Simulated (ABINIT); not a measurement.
# ZnSe (Stilleite) (F-43m) in ABINIT: further runs

One crystal, ZnSe (Stilleite), is run at these levels: PBEsol, LDA, PBE; tasks: single point.

Program: ABINIT 10.8.3 (patched build). These are calculated values, not measurements. Logs are shortened: lines on timing, memory, paths and dates and some standing lists are left out, and cuts for length are marked. The log counts tension as positive stress, the text compression.

**The experiment to reproduce.**

From “Alloy Disordering Effects on the Thermal Conductivity and Energy Gap Temperature Dependence of Cd1−xZnxSe Ternary Crystals Grown by the Bridgman Method”, 2023, pmc:10253836, for a bulk crystal of ZnSe at 300 K: band gap 2.695 ± 0.003 eV (an exciton energy, a little under the gap).

The runs below are set against these values where they give the same quantity.

## (1) The structure

The structure is cubic, space group F-43m (No. 216). The conventional cell has a = 5.668 Å, b = 5.668 Å, c = 5.668 Å, α = 90.00°, β = 90.00°, γ = 90.00°. Se (site symmetry -43m) has 4 Zn at 2.45 Å as nearest neighbours. Around Zn (site symmetry -43m) lie 4 Se at 2.45 Å.

## (2) Single point, PBEsol

The input, run.abi:

```
pp_dirpath "./"
pseudos "Se.upf, Zn.upf"

acell 4.0075983931 4.0075983931 4.0075983931 Angstrom
rprim
     0.0000000000     0.7071067812     0.7071067812
     0.7071067812     0.0000000000     0.7071067812
     0.7071067812     0.7071067812     0.0000000000
ntypat 2
znucl 34 30
natom 2
typat 1 2
xred
     0.7500000000     0.7500000000     0.7500000000
     0.0000000000     0.0000000000     0.0000000000

ecut 1061.244064 eV

kptopt 1
ngkpt 6 6 6
nshiftk 1
shiftk 0.0 0.0 0.0

ixc -116133

nband 22
occopt 3
tsmear 0.00183747

nstep 100
tolvrs 1.0e-10

iomode 3
prtwf 0
prteig 0
prtebands 0
enunit 1
prtvol 2
prtden 1
prtvha 1
prtvclmb 1
prtpot 1
prtelf 1
```

Potentials or basis: PseudoDojo NC SR PBEsol v0.4.1 standard.

Command:

```sh
$ mpirun --bind-to none -np 4 abinit run.abi > log 2>&1
```

run.abo:

```text
.Version 10.8.3 of ABINIT
 Symmetries : space group F-4 3 m (#216); Bravais cF (face-center cubic)
================================================================================
 Values of the parameters that define the memory need of the present run
     intxc =       0    ionmov =       0      iscf =       7    lmnmax =       6
     lnmax =       6     mgfft =      45  mpssoang =       3    mqgrid =    3001
     natom =       2  nloc_mem =       1    nspden =       1   nspinor =       1
    nsppol =       1      nsym =      24    n1xccc =    2501    ntypat =       2
    occopt =       3   xclevel =       2
       mpw =        3593          nfft =       91125          nkpt =          16
================================================================================
================================================================================

--------------------------------------------------------------------------------
------------- Echo of variables that govern the present computation ------------
--------------------------------------------------------------------------------
 -outvars: echo values of preprocessed input variables --------
            acell      7.5732633856E+00  7.5732633856E+00  7.5732633856E+00 Bohr
              amu      7.89600000E+01  6.53900000E+01
             ecut      3.90000000E+01 Hartree
           enunit           1
              ixc     -116133
         kptrlatt        6    0    0      0    6    0      0    0    6
          kptrlen      4.54395803E+01
            natom           2
            nband          22
            ngfft          45      45      45
             nkpt          16
            nstep         100
             nsym          24
           ntypat           2
           occopt           3
        prtebands           0
           prteig           0
           prtelf           1
           prtpot           1
         prtvclmb           1
           prtvha           1
           prtvol           2
            prtwf           0
            rprim      0.0000000000E+00  7.0710678120E-01  7.0710678120E-01
                       7.0710678120E-01  0.0000000000E+00  7.0710678120E-01
                       7.0710678120E-01  7.0710678120E-01  0.0000000000E+00
          spgroup         216
           tolvrs      1.00000000E-10
           tsmear      1.83747000E-03 Hartree
            typat      1  2
           xangst      4.2507000001E+00  4.2507000001E+00  4.2507000001E+00
                       0.0000000000E+00  0.0000000000E+00  0.0000000000E+00
            xcart      8.0326588436E+00  8.0326588436E+00  8.0326588436E+00
                       0.0000000000E+00  0.0000000000E+00  0.0000000000E+00
             xred      7.5000000000E-01  7.5000000000E-01  7.5000000000E-01
                       0.0000000000E+00  0.0000000000E+00  0.0000000000E+00
            znucl       34.00000   30.00000

================================================================================

 chkinp: Checking input parameters for consistency.

================================================================================
== DATASET  1 ==================================================================

--- !DatasetInfo
iteration_state: {dtset: 1, }
dimensions: {natom: 2, nkpt: 16, mband: 22, nsppol: 1, nspinor: 1, nspden: 1, mpw: 3593, }
cutoff_energies: {ecut:  39.0, pawecutdg:  -1.0, }
electrons: {nelect:   3.60000000E+01, charge:   0.00000000E+00, occopt:   3.00000000E+00, tsmear:   1.83747000E-03, }
meta: {optdriver: 0, ionmov: 0, optcell: 0, iscf: 7, paral_kgb: 0, }
...

 Real(R)+Recip(G) space primitive vectors, cartesian coordinates (Bohr,Bohr^-1):
 R(1)=  0.0000000  5.3551059  5.3551059  G(1)= -0.0933688  0.0933688  0.0933688
 R(2)=  5.3551059  0.0000000  5.3551059  G(2)=  0.0933688 -0.0933688  0.0933688
 R(3)=  5.3551059  5.3551059  0.0000000  G(3)=  0.0933688  0.0933688 -0.0933688
 Unit cell volume ucvol=  3.0713845E+02 bohr^3
 Angles (23,13,12)=  6.00000000E+01  6.00000000E+01  6.00000000E+01 degrees

 getcut: wavevector=  0.0000  0.0000  0.0000  ngfft=  45  45  45
         ecut(hartree)=     39.000   => boxcut(ratio)=   2.06668

--- Pseudopotential description ------------------------------------------------
- pspini: atom type   1  psp file is ./Se.upf
12 -116133 2 -1 1198                          pspcod,pspxc,lmax,lloc,mmax
     nproj     2     2     2

- pspini: atom type   2  psp file is ./Zn.upf
12 -116133 2 -1 1312                          pspcod,pspxc,lmax,lloc,mmax
     nproj     2     2     2
[... 82 lines left out ...]
    1        2.00000         13.24882225
    2        2.00000         18.12399871
================================================================================

 ----iterations are completed or convergence reached----

 Mean square residual over all n,k,spin=   14.071E-09; max=  47.628E-07
   0.0000  0.0000  0.0000    1  1.19100E-15 kpt; spin; max resid(k); each band:
  1.48E-16 2.13E-16 2.13E-16 2.12E-16 4.06E-19 4.06E-19 4.06E-19 6.51E-20
  6.63E-20 5.26E-17 1.19E-15 1.19E-15 1.19E-15 1.38E-16 1.70E-16 1.19E-15
  1.19E-15 1.19E-15 1.59E-16 2.09E-16 2.09E-16 2.09E-16
   0.1667  0.0000  0.0000    1  1.33077E-15 kpt; spin; max resid(k); each band:
  1.85E-16 1.51E-16 2.13E-16 2.13E-16 3.40E-19 3.79E-19 3.77E-19 8.89E-20
  8.90E-20 7.78E-17 1.33E-15 1.17E-15 1.14E-15 1.90E-16 2.03E-16 1.21E-15
  1.11E-15 1.11E-15 2.16E-16 3.03E-16 3.03E-16 3.20E-16
   0.3333  0.0000  0.0000    1  1.59182E-15 kpt; spin; max resid(k); each band:
  1.96E-16 1.10E-16 1.87E-16 1.87E-16 2.50E-19 2.92E-19 2.91E-19 2.02E-19
  2.02E-19 1.48E-16 1.08E-15 1.08E-15 1.59E-15 2.34E-16 2.35E-16 1.44E-15
  9.45E-16 9.47E-16 2.72E-16 4.02E-16 4.00E-16 3.35E-16
   0.5000  0.0000  0.0000    1  1.05817E-15 kpt; spin; max resid(k); each band:
  1.85E-16 9.04E-17 1.71E-16 1.72E-16 1.64E-19 2.60E-19 2.58E-19 2.56E-19
  2.55E-19 2.10E-16 1.06E-15 1.06E-15 1.57E-16 1.56E-16 4.99E-16 1.55E-16
  8.67E-16 8.67E-16 3.14E-16 4.21E-16 4.19E-16 3.22E-16
   0.1667  0.1667  0.0000    1  4.95001E-15 kpt; spin; max resid(k); each band:
[... 32 lines left out ...]
  2.37E-16 9.73E-17 7.45E-17 2.24E-16 3.54E-19 7.82E-20 9.67E-20 2.62E-19
  5.69E-20 2.75E-16 1.91E-15 5.08E-16 5.50E-16 1.05E-16 7.25E-16 1.62E-15
  4.69E-16 4.67E-16 5.59E-16 5.68E-16 1.64E-07 4.93E-16
   0.5000  0.3333  0.1667    1  4.60785E-09 kpt; spin; max resid(k); each band:
  2.15E-16 1.05E-16 1.34E-16 2.07E-16 2.48E-19 2.47E-19 2.91E-19 2.81E-19
  1.63E-19 2.12E-16 1.39E-15 1.04E-15 9.92E-16 2.11E-16 5.46E-16 1.43E-15
  7.54E-16 8.06E-16 4.03E-16 4.18E-16 4.53E-16 4.61E-09
  -0.3333  0.3333  0.1667    1  1.36400E-08 kpt; spin; max resid(k); each band:
  2.26E-16 1.17E-16 1.33E-16 1.14E-16 1.64E-19 4.79E-19 9.13E-20 2.83E-19
  2.77E-19 2.61E-16 1.15E-15 9.28E-16 4.89E-16 3.55E-16 5.36E-16 6.22E-16
  8.63E-16 7.15E-16 4.72E-16 4.20E-16 7.52E-16 1.36E-08
  -0.3333  0.5000  0.1667    1  1.37458E-15 kpt; spin; max resid(k); each band:
  2.30E-16 1.36E-16 1.36E-16 1.22E-16 2.87E-19 3.22E-19 8.28E-20 2.72E-19
  2.41E-19 2.82E-16 1.37E-15 7.13E-16 6.06E-16 2.55E-16 4.71E-16 9.49E-16
  9.53E-16 2.94E-16 5.47E-16 4.47E-16 3.27E-16 3.54E-16
 reduced coordinates (array xred) for    2 atoms
       0.750000000000      0.750000000000      0.750000000000
       0.000000000000      0.000000000000      0.000000000000
 rms dE/dt=  1.5232E-27; max dE/dt=  2.1541E-27; dE/dt below (all hartree)
    1       0.000000000000      0.000000000000      0.000000000000
    2       0.000000000000      0.000000000000     -0.000000000000

 cartesian coordinates (angstrom) at end:
    1      4.25070000013085     4.25070000013085     4.25070000013085
    2      0.00000000000000     0.00000000000000     0.00000000000000

 cartesian forces (hartree/bohr) at end:
    1     -0.00000000000000    -0.00000000000000     0.00000000000000
    2      0.00000000000000     0.00000000000000    -0.00000000000000
 frms,max,avg= 1.9256475E-28 3.0169098E-28   0.000E+00  0.000E+00  0.000E+00 h/b

 cartesian forces (eV/Angstrom) at end:
    1     -0.00000000000000    -0.00000000000000     0.00000000000000
    2      0.00000000000000     0.00000000000000    -0.00000000000000
 frms,max,avg= 9.9020774E-27 1.5513574E-26   0.000E+00  0.000E+00  0.000E+00 e/A
 length scales=  7.573263385587  7.573263385587  7.573263385587 bohr
              =  4.007598393100  4.007598393100  4.007598393100 angstroms
 Fermi (or HOMO) energy (eV) =   3.92928   Average Vxc (eV)= -10.09803
 Eigenvalues (   eV  ) for nkpt=  16  k points:
 kpt#   1, nband= 22, wtk=  0.00463, kpt=  0.0000  0.0000  0.0000 (reduced coord)
-121.60603  -75.92282  -75.92282  -75.92282  -43.62909  -43.62909  -43.62909  -43.62414
 -43.62414   -9.96882   -3.23486   -3.23486   -3.23486   -2.86439   -2.86439    3.31702
   3.31702    3.31702    4.48491    9.06653    9.06653    9.06653
 kpt#   2, nband= 22, wtk=  0.03704, kpt=  0.1667  0.0000  0.0000 (reduced coord)
-121.60603  -75.92288  -75.92287  -75.92287  -43.62925  -43.62925  -43.62925  -43.62433
 -43.62433   -9.79318   -3.22042   -3.20823   -3.20823   -2.86624   -2.86624    1.37869
   3.06226    3.06226    5.77789    9.10461    9.47068    9.47068
 kpt#   3, nband= 22, wtk=  0.03704, kpt=  0.3333  0.0000  0.0000 (reduced coord)
-121.60603  -75.92288  -75.92286  -75.92286  -43.62908  -43.62908  -43.62908  -43.62426
 -43.62426   -9.39863   -3.16350   -3.16350   -3.06983   -2.85792   -2.85792   -0.77612
   2.63216    2.63216    5.90632    9.73647    9.73647   10.76251
 kpt#   4, nband= 22, wtk=  0.01852, kpt=  0.5000  0.0000  0.0000 (reduced coord)
-121.60603  -75.92292  -75.92287  -75.92287  -43.62927  -43.62902  -43.62902  -43.62430
 -43.62430   -9.17312   -3.14733   -3.14733   -2.84584   -2.84584   -2.70589   -1.95567
   2.44374    2.44374    5.76794    9.63671    9.63671   11.71821
 kpt#   5, nband= 22, wtk=  0.02778, kpt=  0.1667  0.1667  0.0000 (reduced coord)
[... 32 lines left out ...]
-121.60603  -75.92292  -75.92289  -75.92289  -43.62947  -43.62886  -43.62886  -43.62441
 -43.62412   -8.90321   -3.21076   -2.98091   -2.98091   -2.81569   -2.68699   -1.46441
   1.11452    1.11452    6.16617    6.70062   13.90725   14.49461
 kpt#  14, nband= 22, wtk=  0.11111, kpt=  0.5000  0.3333  0.1667 (reduced coord)
-121.60603  -75.92290  -75.92287  -75.92287  -43.62922  -43.62900  -43.62889  -43.62434
 -43.62415   -9.12471   -3.14507   -3.09681   -2.99697   -2.84830   -2.79891   -0.90303
   0.83815    1.77479    7.96999    8.19278    9.69221   12.36589
 kpt#  15, nband= 22, wtk=  0.11111, kpt= -0.3333  0.3333  0.1667 (reduced coord)
-121.60603  -75.92291  -75.92289  -75.92288  -43.62919  -43.62912  -43.62888  -43.62432
 -43.62427   -8.97070   -3.12411   -3.06735   -2.90085   -2.87104   -2.62066   -1.45849
   0.44890    1.41885    8.04024    8.76482   10.36835   12.19114
 kpt#  16, nband= 22, wtk=  0.05556, kpt= -0.3333  0.5000  0.1667 (reduced coord)
-121.60603  -75.92291  -75.92288  -75.92288  -43.62931  -43.62900  -43.62885  -43.62430
 -43.62414   -8.89936   -3.14122   -3.01795   -2.94564   -2.85012   -2.59308   -1.41721
   0.66473    0.73309    7.66637    8.06995   11.49418   11.81975
 Total charge density [el/Bohr^3]
)     Maximum=    4.3809E+00  at reduced coord.    0.0667    0.9556    0.9556
)Next maximum=    4.3809E+00  at reduced coord.    0.0222    0.9556    0.9556
)     Minimum=    1.9760E-03  at reduced coord.    0.2444    0.2444    0.2444
)Next minimum=    1.9760E-03  at reduced coord.    0.2667    0.2444    0.2444
   Integrated=    3.6000E+01

--- !EnergyTerms
iteration_state     : {dtset: 1, }
comment             : Components of total free energy in Hartree
kinetic             :  1.70667691233308E+02
hartree             :  1.24817246769626E+02
xc                  : -4.62268965300506E+01
Ewald energy        : -1.64371564725863E+02
psp_core            :  6.53475314506448E+00
local_psp           : -3.20969896872017E+02
non_local_psp       : -1.00526272456680E+02
internal            : -3.30074939436612E+02
'-kT*entropy'       : -6.48192920678834E-09
total_energy        : -3.30074939443094E+02
total_energy_eV     : -8.98179666730483E+03
band_energy         : -4.33049239661654E+01
...

 Cartesian components of stress tensor (hartree/bohr^3)
  sigma(1 1)=  5.48621737E-05  sigma(3 2)=  0.00000000E+00
  sigma(2 2)=  5.48621737E-05  sigma(3 1)=  0.00000000E+00
  sigma(3 3)=  5.48621737E-05  sigma(2 1)=  0.00000000E+00

-Cartesian components of stress tensor (GPa)         [Pressure= -1.6141E+00 GPa]
- sigma(1 1)=  1.61410088E+00  sigma(3 2)=  0.00000000E+00
- sigma(2 2)=  1.61410088E+00  sigma(3 1)=  0.00000000E+00
- sigma(3 3)=  1.61410088E+00  sigma(2 1)=  0.00000000E+00

== END DATASET(S) ==============================================================
================================================================================

 -outvars: echo values of variables after computation  --------
            acell      7.5732633856E+00  7.5732633856E+00  7.5732633856E+00 Bohr
           etotal     -3.3007493944E+02
            fcart     -1.0056365927E-28 -1.0056365927E-28  3.0169097780E-28
                       1.0056365927E-28  1.0056365927E-28 -3.0169097780E-28
            rprim      0.0000000000E+00  7.0710678120E-01  7.0710678120E-01
                       7.0710678120E-01  0.0000000000E+00  7.0710678120E-01
                       7.0710678120E-01  7.0710678120E-01  0.0000000000E+00
           strten      5.4862173655E-05  5.4862173655E-05  5.4862173655E-05
                       0.0000000000E+00  0.0000000000E+00  0.0000000000E+00
           xangst      4.2507000001E+00  4.2507000001E+00  4.2507000001E+00
                       0.0000000000E+00  0.0000000000E+00  0.0000000000E+00
             xred      7.5000000000E-01  7.5000000000E-01  7.5000000000E-01
                       0.0000000000E+00  0.0000000000E+00  0.0000000000E+00
 Calculation completed.
```

Run time: 21 s. Hardware: 4 MPI ranks of Arm Neoverse V1, shared host; peak memory 0.32 GiB.

What came out:

```
Free energy                                           : -8981.7967 eV
Pressure                                              : -1.6 GPa
Band gap on the k mesh                                : 1.17 eV, direct
Valence electrons inside the program's atomic spheres : Se 13.25; Zn 18.12
```

## (3) Single point, LDA

The input, run.abi:

```
# Pseudopotentials
pp_dirpath "./"
pseudos "Se.upf, Zn.upf"

# Structure
acell 3*1.0
rprim
     0.0000000000     5.3551058920     5.3551058920
     5.3551058920     0.0000000000     5.3551058920
     5.3551058920     5.3551058920     0.0000000000
ntypat 2
znucl 34 30
natom 2
typat 1 2
xred
     0.7500000000     0.7500000000     0.7500000000
     0.0000000000     0.0000000000     0.0000000000

# Plane-wave basis
ecut 39.0

# k points
kptopt 1
ngkpt 6 6 6
nshiftk 1
shiftk 0.0 0.0 0.0

# Exchange and correlation
ixc 7

# Bands and occupations
nband 22
occopt 3
tsmear 0.05 eV

# SCF cycle
nstep 100
tolvrs 1.0e-10

# Output
iomode 3
prtwf 0
prtden 0
prteig 0
prtebands 0
enunit 1
prtvol 2
```

Potentials or basis: PseudoDojo NC SR LDA v0.4.1 standard.

Command:

```sh
$ abinit run.abi > log 2>&1
```

Wall time 63 s (1 thread of Arm Neoverse V1, shared host); peak memory 0.09 GiB.

It converged, with:

- Free energy: -8983.8674 eV
- Pressure: -3.9 GPa
- Band gap on the k mesh: 1.03 eV, direct
- Valence electrons inside the program's atomic spheres: Se 13.26; Zn 18.14

Levels at points of the mesh, in eV from the valence-band top:
```csv
k point,band 15,band 16,band 17,band 18,band 19,band 20,band 21,band 22
"(0.00, 0.00, 0.00)",-6.29,0.00,0.00,0.00,1.03,5.72,5.72,5.72
"(0.50, 0.00, 0.00)",-6.13,-5.29,-0.87,-0.87,2.35,6.30,6.30,8.35
"(0.50, 0.50, 0.00)",-6.11,-4.83,-2.20,-2.20,2.82,3.33,10.49,11.08
```

## (4) Single point, PBE, spin-orbit coupling, no magnetisation

The input, run.abi:

```
# Pseudopotentials
pp_dirpath "./"
pseudos "Se.GGA_PBE-ansatz.xml, Zn.GGA_PBE-ansatz.xml"

# Structure
acell 3*1.0 Angstrom
rprim
     0.0000000000     2.8338000000     2.8338000000
     2.8338000000     0.0000000000     2.8338000000
     2.8338000000     2.8338000000     0.0000000000
ntypat 2
znucl 34 30
natom 2
typat 1 2
xcart
     8.0326588379     8.0326588379     8.0326588379
     0.0000000000     0.0000000000     0.0000000000

# Plane-wave basis
ecut 14.3
pawecutdg 28.6
pawovlp 30

# k points
kptopt 4
ngkpt 6 6 6
nshiftk 1
shiftk 0.0 0.0 0.0

# Exchange and correlation
ixc 11

# Bands and occupations
nband 36
occopt 3
tsmear 0.00183747

# Spin
nspinor 2
nspden 1
pawspnorb 1

# SCF cycle
nstep 100
tolvrs 1.0e-9

# Output
iomode 3
prtwf 0
prtden 0
prteig 0
prtebands 0
```

Potentials or basis: Ansatz PAW PBE default generated set, frozen core.

Command:

```sh
$ abinit run.abi > log 2>&1
```

Wall time 1.8 min (1 thread of Arm Neoverse V1, shared host); peak memory 0.24 GiB.

It converged, with:

```yaml
Free_energy: -5398.7199 eV
Pressure: 2.0 GPa
Band_gap_on_the_k_mesh: 1.16 eV, direct
```

Levels at points of the mesh, in eV from the valence-band top:
```tsv
k point	band 24	band 25	band 26	band 27	band 28	band 29	band 30	band 31	band 32	band 33
(0.00, 0.00, 0.00)	-0.38	0.00	0.00	0.00	0.00	1.16	1.16	5.58	5.58	5.73
(0.50, 0.00, 0.00)	-5.36	-1.11	-1.11	-0.88	-0.88	2.42	2.42	6.23	6.23	6.29
(0.50, 0.50, 0.00)	-4.87	-2.40	-2.40	-2.23	-2.23	2.86	2.86	3.34	3.34	10.56
```

Caveat: the atomic spheres overlap.

## (5) Overview

| level | potentials or basis | spin | cutoff (eV) | fine-grid cutoff | gap on the mesh (eV) | pressure (GPa) |
| --- | --- | --- | --- | --- | --- | --- |
| PBEsol | PseudoDojo NC SR PBEsol v0.4.1 standard | off | 1061 | - | 1.17 | -1.6 |
| LDA | PseudoDojo NC SR LDA v0.4.1 standard | off | 1061 | - | 1.03 | -3.9 |
| PBE | Ansatz PAW PBE default generated set, frozen core | SOC, no magnetisation | 389 | 778.246 eV | 1.16 | 2.0 |

Alike in all rows: task single point; cell as given; k mesh 6 × 6 × 6; smearing fermi-dirac 0.05 eV.

Caveats: the atomic spheres overlap (some runs).

Total energies depend on the potentials used, so only differences within one code and one set of settings carry meaning.

## (6) How close it comes

Step 2. Against the measured gap of ZnSe, 2.695 eV (an exciton energy, a little under the gap; 300 K; “Alloy Disordering Effects on the Thermal Conductivity and Energy Gap Temperature Dependence of Cd1−xZnxSe Ternary Crystals Grown by the Bridgman Method”, 2023, pmc:10253836), the calculated 1.17 eV is off by -1.53 eV. So large a miss can be the level of theory's own, or it may mean another phase, state or a wrong row. Spin-orbit coupling on Se is left out. The value is that of PBEsol, without temperature or zero-point motion. Semilocal functionals fall short of measured gaps as a rule.

Step 3. Against the measured gap of ZnSe, 2.695 eV (an exciton energy, a little under the gap; 300 K; “Alloy Disordering Effects on the Thermal Conductivity and Energy Gap Temperature Dependence of Cd1−xZnxSe Ternary Crystals Grown by the Bridgman Method”, 2023, pmc:10253836), the calculated 1.03 eV is off by -1.67 eV. So large a miss can be the level of theory's own, or it may mean another phase, state or a wrong row. Spin-orbit coupling on Se is left out. The value is that of LDA, without temperature or zero-point motion. Semilocal functionals fall short of measured gaps as a rule.

Step 4. Measured gap of ZnSe: 2.695 eV (an exciton energy, a little under the gap; 300 K; “Alloy Disordering Effects on the Thermal Conductivity and Energy Gap Temperature Dependence of Cd1−xZnxSe Ternary Crystals Grown by the Bridgman Method”, 2023, pmc:10253836). This calculation gives 1.16 eV (-1.53 eV). So large a miss can be the level of theory's own, or it may mean another phase, state or a wrong row. The value is that of PBE, without temperature or zero-point motion. Semilocal functionals fall short of measured gaps as a rule.
